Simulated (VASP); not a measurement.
# Vibrations of BP: a test of the settings, part 2 of 2

Aim: test the modes of BP against the numerical settings. The starting structure is a measured crystal structure from the Crystallography Open Database.

VASP 6.6.1.

Results so far: reference T2 819.8 cm⁻¹.

## (3) Modes with a 5×5×5 mesh

Level of this step: LDA; plane waves and PAW (P, B) (VASP).

Against step 2 the input has a 5×5×5 mesh.

Input file INCAR:

```
SYSTEM = BP
PREC = Accurate
ENCUT = 450
EDIFF = 1E-08
NELM = 100
ISMEAR = 0
SIGMA = 0.03
LREAL = .FALSE.
ALGO = Normal
GGA = CA
NBANDS = 10
LORBIT = 11
LWAVE = .FALSE.
LCHARG = .FALSE.
KPAR = 2
IBRION = 8
LEPSILON = .TRUE.
ISIF = 2
```

Input file POSCAR:

```
BP
1.0
    0.0000000000      2.2450226657      2.2450226657
    2.2450226657      0.0000000000      2.2450226657
    2.2450226657      2.2450226657      0.0000000000
P B
1 1
Direct
    0.7500000000      0.7500000000      0.7500000000
    0.0000000000      0.0000000000      0.0000000000
```

Input file KPOINTS:

```
Automatic mesh
0
Gamma
5 5 5
0 0 0
```

Potentials, in the order of the species: P and B (LDA family, release 64).

Started as:

```
$ mpirun -np 2 vasp_std
```

The program printed:

```text
[... set-up lines as in an earlier step ...]
 entering main loop
       N       E                     dE             d eps       ncg     rms          rms(c)
DAV:   1     0.624733329495E+01    0.62473E+01   -0.39587E+03   200   0.659E+02
DAV:   2    -0.147133557147E+02   -0.20961E+02   -0.19402E+02   296   0.104E+02
DAV:   3    -0.152611403845E+02   -0.54778E+00   -0.54678E+00   252   0.151E+01
DAV:   4    -0.152629932784E+02   -0.18529E-02   -0.18528E-02   260   0.101E+00
[...]
DAV:  11    -0.143440927908E+02   -0.21808E-05   -0.58640E-06   248   0.137E-02    0.386E-02
DAV:  12    -0.143440924183E+02    0.37248E-06   -0.20988E-06   232   0.642E-03    0.721E-03
DAV:  13    -0.143440924272E+02   -0.89076E-08   -0.80228E-08   240   0.181E-03
   1 F= -.14344092E+02 E0= -.14344092E+02  d E =-.402733E-25
 Linear response reoptimize wavefunctions to high precision
DAV:   1    -0.143440924243E+02    0.29507E-08   -0.12892E-08   222   0.542E-04
DAV:   2    -0.143440924243E+02    0.28422E-10   -0.26413E-10   118   0.132E-04
 Linear response G [H, r] |phi>, progress :
  Direction:   1
[...]
RMM:  12    -0.412418660519E-01   -0.33446E-08    0.12586E-08   445   0.519E-07    0.115E-07
 first order change of Fermi-energy   0.17993E-03
 force on displaced ion       1 direction 1 : -20.069   0.000   0.000
 Born effective charge ion    1 direction 1 :   0.194   0.000   0.000
 Linear response progress:
  Degree of freedom:   2/  2
       N       E                     dE             d eps       ncg     rms          rms(c)
RMM:   1    -0.484254178674E-01   -0.48425E-01   -0.23757E-02  1285   0.115E+00
RMM:   2    -0.428790137247E-01    0.55464E-02   -0.15493E-04   847   0.237E-01    0.155E-01
RMM:   3    -0.428497027534E-01    0.29311E-04    0.42808E-04   855   0.951E-02    0.808E-02
RMM:   4    -0.432808375465E-01   -0.43113E-03    0.24610E-04   851   0.895E-02    0.979E-03
[...]
RMM:   8    -0.433045368946E-01   -0.22425E-06    0.28651E-07   959   0.598E-05    0.340E-05
RMM:   9    -0.433045610681E-01   -0.24173E-07   -0.23000E-07   943   0.218E-05    0.400E-06
RMM:  10    -0.433045645997E-01   -0.35316E-08   -0.10866E-08   963   0.486E-06    0.144E-06
 first order change of Fermi-energy  -0.49749E-04
 force on displaced ion       2 direction 1 : -20.071   0.000   0.000
 Born effective charge ion    2 direction 1 :  -0.971   0.000   0.000
 Born effective charges drift removed
 Linear response finished
```

The job ended after 17 s (2 MPI ranks of AMD EPYC 9R14 (Zen 4), shared host; peak memory 0.22 GiB; 32 s of CPU time).

From OUTCAR (step 3):

```text
  Total        0.0505777      0.0505777      0.0505777     -0.0000000      0.0000000     -0.0000000
  in kB        3.5807776      3.5807776      3.5807776     -0.0000000      0.0000000     -0.0000000
  external PRESSURE =       3.5807776 kB  Pullay stress =       0.0000000 kB

 POSITION                                       TOTAL-FORCE (eV/Angst)
 -----------------------------------------------------------------------------------
      3.36753      3.36753      3.36753        -0.000000     -0.000000     -0.000000
      0.00000      0.00000      0.00000         0.000000      0.000000      0.000000
 -----------------------------------------------------------------------------------
    total drift:                               -0.000000     -0.000000     -0.000000

 MACROSCOPIC STATIC DIELECTRIC TENSOR (including local field effects in DFT)
 ------------------------------------------------------
          11.543557    -0.000000    -0.000000
           0.000000    11.543557    -0.000000
          -0.000000     0.000000    11.543557
 ------------------------------------------------------

 MACROSCOPIC STATIC DIELECTRIC TENSOR IONIC CONTRIBUTION
 ------------------------------------------------------
           0.133858     0.000000     0.000000
           0.000000     0.133858     0.000000
           0.000000     0.000000     0.133858
 ------------------------------------------------------

[... 1 part as in an earlier step ...]

[... 1 further part left out ...]
```

With a 5×5×5 mesh the mode is T2 825.2 cm⁻¹, +5.4 cm⁻¹ from the reference.

## (4) Modes with a cutoff of 320 eV

Against step 2 the input has ENCUT = 320.

INCAR: that of step 3 with these lines changed.

```diff
@@ -2,3 +2,3 @@
 PREC = Accurate
-ENCUT = 450
+ENCUT = 320
 EDIFF = 1E-08
```

POSCAR is that of step 3.

Input file KPOINTS:

```
Automatic mesh
0
Gamma
8 8 8
0 0 0
```

Started as:

```
$ mpirun -np 2 vasp_std
```

The program printed:

```text
[... set-up lines as in an earlier step ...]
 entering main loop
       N       E                     dE             d eps       ncg     rms          rms(c)
DAV:   1     0.411327932646E+00    0.41133E+00   -0.29438E+03   582   0.487E+02
DAV:   2    -0.149690654266E+02   -0.15380E+02   -0.14822E+02   844   0.884E+01
DAV:   3    -0.152849330005E+02   -0.31587E+00   -0.31551E+00   726   0.116E+01
DAV:   4    -0.152859817931E+02   -0.10488E-02   -0.10487E-02   710   0.761E-01
[...]
DAV:  11    -0.143877093749E+02   -0.21389E-05   -0.70488E-06   744   0.140E-02    0.391E-02
DAV:  12    -0.143877089855E+02    0.38940E-06   -0.20786E-06   666   0.645E-03    0.891E-03
DAV:  13    -0.143877089938E+02   -0.82773E-08   -0.68323E-08   700   0.166E-03
   1 F= -.14387709E+02 E0= -.14387709E+02  d E =-.183562E-22
 Linear response reoptimize wavefunctions to high precision
DAV:   1    -0.143877089877E+02    0.60961E-08   -0.16413E-08   654   0.574E-04
DAV:   2    -0.143877089878E+02   -0.61277E-10   -0.31741E-10   358   0.139E-04
 Linear response G [H, r] |phi>, progress :
  Direction:   1
[...]
force on displaced ion       1 direction 1 : -19.771   0.000   0.000
 Born effective charge ion    1 direction 1 :   0.578   0.000   0.000
 Linear response progress:
  Degree of freedom:   2/  2
       N       E                     dE             d eps       ncg     rms          rms(c)
RMM:   1    -0.469627286221E-01   -0.46963E-01   -0.10683E-02  4614   0.113E+00
RMM:   2    -0.428270581056E-01    0.41357E-02   -0.44138E-04  2996   0.235E-01    0.155E-01
RMM:   3    -0.428226745593E-01    0.43835E-05    0.29277E-05  3047   0.925E-02    0.812E-02
RMM:   4    -0.432447108833E-01   -0.42204E-03   -0.47057E-05  3006   0.880E-02    0.988E-03
RMM:   5    -0.432387054754E-01    0.60054E-05    0.80833E-06  3202   0.105E-02    0.122E-03
RMM:   6    -0.432418112258E-01   -0.31058E-05    0.72866E-07  3193   0.126E-03    0.445E-04
RMM:   7    -0.432404593467E-01    0.13519E-05    0.58887E-07  3270   0.337E-04    0.111E-04
RMM:   8    -0.432406875388E-01   -0.22819E-06    0.15124E-07  3332   0.614E-05    0.315E-05
RMM:   9    -0.432406888770E-01   -0.13382E-08    0.81851E-08  3415   0.275E-05    0.324E-06
 first order change of Fermi-energy  -0.18513E-03
 force on displaced ion       2 direction 1 : -19.772  -0.000  -0.000
 Born effective charge ion    2 direction 1 :  -0.656   0.000   0.000
 Born effective charges drift removed
 Linear response finished
```

Wall time 30 s (2 MPI ranks); peak memory 0.24 GiB.

From OUTCAR (step 4):

```text
  Total       -0.1024261     -0.1024261     -0.1024261      0.0000000     -0.0000000      0.0000000
  in kB       -7.2515191     -7.2515191     -7.2515191      0.0000000     -0.0000000      0.0000000
  external PRESSURE =      -7.2515191 kB  Pullay stress =       0.0000000 kB

 MACROSCOPIC STATIC DIELECTRIC TENSOR (including local field effects in DFT)
 ------------------------------------------------------
           9.513756    -0.000000    -0.000000
           0.000000     9.513756    -0.000000
          -0.000000     0.000000     9.513756
 ------------------------------------------------------

 MACROSCOPIC STATIC DIELECTRIC TENSOR IONIC CONTRIBUTION
 ------------------------------------------------------
           0.152858     0.000000    -0.000000
           0.000000     0.152858    -0.000000
          -0.000000    -0.000000     0.152858
 ------------------------------------------------------

[... 2 parts as in an earlier step ...]

[... 1 further part left out ...]
```

With a cutoff of 320 eV the mode is T2 819.1 cm⁻¹, -0.7 cm⁻¹ from the reference.

## (5) Modes with a 10×10×10 mesh

Against step 2 the input has a 10×10×10 mesh.

INCAR: that of step 4 with these lines changed.

```diff
@@ -2,3 +2,3 @@
 PREC = Accurate
-ENCUT = 320
+ENCUT = 450
 EDIFF = 1E-08
```

POSCAR is that of step 4.

Input file KPOINTS:

```
Automatic mesh
0
Gamma
10 10 10
0 0 0
```

Started as:

```
$ mpirun -np 2 vasp_std
```

The program printed:

```text
[... set-up lines as in an earlier step ...]
 entering main loop
       N       E                     dE             d eps       ncg     rms          rms(c)
DAV:   1     0.626094388664E+01    0.62609E+01   -0.37137E+03   940   0.644E+02
DAV:   2    -0.148143576493E+02   -0.21075E+02   -0.20155E+02  1334   0.107E+02
DAV:   3    -0.152976556491E+02   -0.48330E+00   -0.48251E+00  1138   0.153E+01
DAV:   4    -0.152996209470E+02   -0.19653E-02   -0.19651E-02  1132   0.113E+00
[...]
DAV:  11    -0.143988537451E+02   -0.18929E-05   -0.55060E-06  1166   0.132E-02    0.374E-02
DAV:  12    -0.143988534263E+02    0.31884E-06   -0.18990E-06  1076   0.621E-03    0.818E-03
DAV:  13    -0.143988534338E+02   -0.74957E-08   -0.67105E-08  1124   0.170E-03
   1 F= -.14398853E+02 E0= -.14398853E+02  d E =-.360462E-20
 Linear response reoptimize wavefunctions to high precision
DAV:   1    -0.143988534305E+02    0.33066E-08   -0.12371E-08  1066   0.519E-04
DAV:   2    -0.143988534305E+02   -0.71623E-11   -0.24392E-10   556   0.127E-04
 Linear response G [H, r] |phi>, progress :
  Direction:   1
[...]
RMM:  13    -0.411770092847E-01   -0.42785E-09    0.12247E-07  2366   0.212E-05    0.182E-08
 first order change of Fermi-energy   0.60080E-03
 force on displaced ion       1 direction 1 : -19.791  -0.000  -0.000
 Born effective charge ion    1 direction 1 :   0.615   0.000   0.000
 Linear response progress:
  Degree of freedom:   2/  2
       N       E                     dE             d eps       ncg     rms          rms(c)
RMM:   1    -0.468003301293E-01   -0.46800E-01   -0.10401E-02  8370   0.115E+00
RMM:   2    -0.427183217766E-01    0.40820E-02   -0.55028E-04  5399   0.241E-01    0.154E-01
RMM:   3    -0.427052942381E-01    0.13028E-04   -0.45952E-05  5505   0.941E-02    0.805E-02
RMM:   4    -0.431215194726E-01   -0.41623E-03   -0.99674E-05  5462   0.887E-02    0.972E-03
[...]
RMM:   9    -0.431103627477E-01    0.13428E-07   -0.55441E-08  6147   0.327E-05    0.346E-06
RMM:  10    -0.431103798355E-01   -0.17088E-07   -0.77582E-09  6182   0.167E-05    0.142E-06
RMM:  11    -0.431103719911E-01    0.78444E-08    0.46931E-09  5495   0.136E-05    0.227E-07
 first order change of Fermi-energy  -0.24283E-03
 force on displaced ion       2 direction 1 : -19.790   0.000   0.000
 Born effective charge ion    2 direction 1 :  -0.633   0.000   0.000
 Born effective charges drift removed
 Linear response finished
```

Run time: 82 s. Hardware: 2 MPI ranks; peak memory 0.34 GiB; 2.7 min of CPU time.

OUTCAR, selected parts (step 5):

```text
  Total       -0.0043321     -0.0043321     -0.0043321      0.0000000     -0.0000000      0.0000000
  in kB       -0.3067011     -0.3067011     -0.3067011      0.0000000     -0.0000000      0.0000000
  external PRESSURE =      -0.3067011 kB  Pullay stress =       0.0000000 kB

 MACROSCOPIC STATIC DIELECTRIC TENSOR (including local field effects in DFT)
 ------------------------------------------------------
           9.279114    -0.000000     0.000000
           0.000000     9.279114     0.000000
           0.000000    -0.000000     9.279114
 ------------------------------------------------------

 MACROSCOPIC STATIC DIELECTRIC TENSOR IONIC CONTRIBUTION
 ------------------------------------------------------
           0.156377    -0.000000     0.000000
          -0.000000     0.156377     0.000000
           0.000000     0.000000     0.156377
 ------------------------------------------------------

[... 2 parts as in an earlier step ...]

[... 1 further part left out ...]
```

With a 10×10×10 mesh the mode is T2 819.5 cm⁻¹, -0.3 cm⁻¹ from the reference.

## (6) Modes with finite displacements

Against step 2 the input has IBRION = 6, NFREE = 2, POTIM = 0.015 and no LEPSILON (also changed: NSW).

INCAR: that of step 5 with these lines changed.

```diff
@@ -15,4 +15,6 @@
 KPAR = 2
-IBRION = 8
-LEPSILON = .TRUE.
+IBRION = 6
+NFREE = 2
+POTIM = 0.015
+NSW = 1
 ISIF = 2
```

POSCAR is that of step 5.

Input file KPOINTS:

```
Automatic mesh
0
Gamma
8 8 8
0 0 0
```

Started as:

```
$ mpirun -np 2 vasp_std
```

The program printed:

```text
[... set-up lines as in an earlier step ...]
 entering main loop
       N       E                     dE             d eps       ncg     rms          rms(c)
[... 13 cycles as in an earlier step ...]
   1 F= -.14396874E+02 E0= -.14396874E+02  d E =-.785329E-22
[...]
2 F= -.14394647E+02 E0= -.14394647E+02  d E =-.173744E-20
[...]
3 F= -.14394647E+02 E0= -.14394647E+02  d E =-.175455E-20
[...]
4 F= -.14394648E+02 E0= -.14394648E+02  d E =-.172967E-20
[...]
5 F= -.14394648E+02 E0= -.14394648E+02  d E =-.172483E-20
 Finite differences progress:
  Degree of freedom:   2/  2
  Displacement:        2/  2
  Total:               4/  4
```

The job ended after 15 s (2 MPI ranks; peak memory 0.24 GiB; 28 s of CPU time).

From OUTCAR (step 6):

```text
  Total       -0.0012219      0.0029358      0.0029358      0.0000000      0.1211775      0.0000000
  in kB       -0.0865053      0.2078476      0.2078476      0.0000000      8.5790759      0.0000000
  external PRESSURE =       0.1097300 kB  Pullay stress =       0.0000000 kB

 POSITION                                       TOTAL-FORCE (eV/Angst)
 -----------------------------------------------------------------------------------
      3.36753      3.36753      3.36753        -0.296856      0.000000      0.000000
     -0.01500      0.00000      0.00000         0.296856     -0.000000     -0.000000
 -----------------------------------------------------------------------------------
    total drift:                                0.000030     -0.000000     -0.000000

  FREE ENERGIE OF THE ION-ELECTRON SYSTEM (eV)
  ---------------------------------------------------
  free  energy   TOTEN  =       -14.3946476216 eV

  energy  without entropy=      -14.3946476216  energy(sigma->0) =      -14.39464762

[... 2 parts as in an earlier step ...]

[... 1 further part left out ...]
[key lines of the parts left out:]
E-fermi :   8.0929
```

The last energy, forces and stress in OUTCAR belong to the last displaced cell, not to that of POSCAR.

With finite displacements the mode is T2 819.5 cm⁻¹, -0.3 cm⁻¹ from the reference.

## (7) Comparison

| run | T2 | method | core minutes |
| --- | --- | --- | --- |
| reference | 819.8 | perturbation theory | 1.63 |
| a 5×5×5 mesh | 825.2 | perturbation theory | 0.553 |
| a cutoff of 320 eV | 819.1 | perturbation theory | 1.0 |
| a 10×10×10 mesh | 819.5 | perturbation theory | 2.73 |
| finite displacements | 819.5 | finite displacements | 0.487 |

Modes are in cm⁻¹, degenerate ones as one, matched between runs by symmetry and order. A number in brackets counts the listed modes of one symmetry from the lowest. The symmetry labels come from an automatic analysis and can be wrong where levels nearly coincide. Core minutes are wall time times ranks of the run shown, on a shared host.

## (8) Outcome

```json
{"T2, reference": "819.8 cm⁻¹", "T2, a 5×5×5 mesh": "825.2 cm⁻¹", "T2, a cutoff of 320 eV": "819.1 cm⁻¹", "T2, a 10×10×10 mesh": "819.5 cm⁻¹", "T2, finite displacements": "819.5 cm⁻¹"}
```

**Reading.** The largest change comes with a 5×5×5 mesh: +5.4 cm⁻¹ in T2. On finer settings the modes change by up to -0.3 cm⁻¹ in T2 with a 10×10×10 mesh. Other changes move the modes by more: +5.4 cm⁻¹ in T2 with a 5×5×5 mesh and -0.7 cm⁻¹ in T2 with a cutoff of 320 eV. The dielectric constants and Born charges in the logs aren't compared here; at a small gap they can be far off, and in a run without a gap they mean nothing. The frequencies are harmonic, and the splitting of polar modes by their long-range field is left out. Further runs on this material are not shown.

[Lines on the potential files, build, host, timing and source positions are cut from VASP's logs without a mark.]

[Logs are printed without paths, hosts, clocks, repeated set-up lines and the standing remarks that a program may print on its own settings, such as how far it seeks lower states.]

[Hosts, paths, dates, database ids (printed as entryN), source tags and the programs' standing remarks are cut or masked in the printed files.]
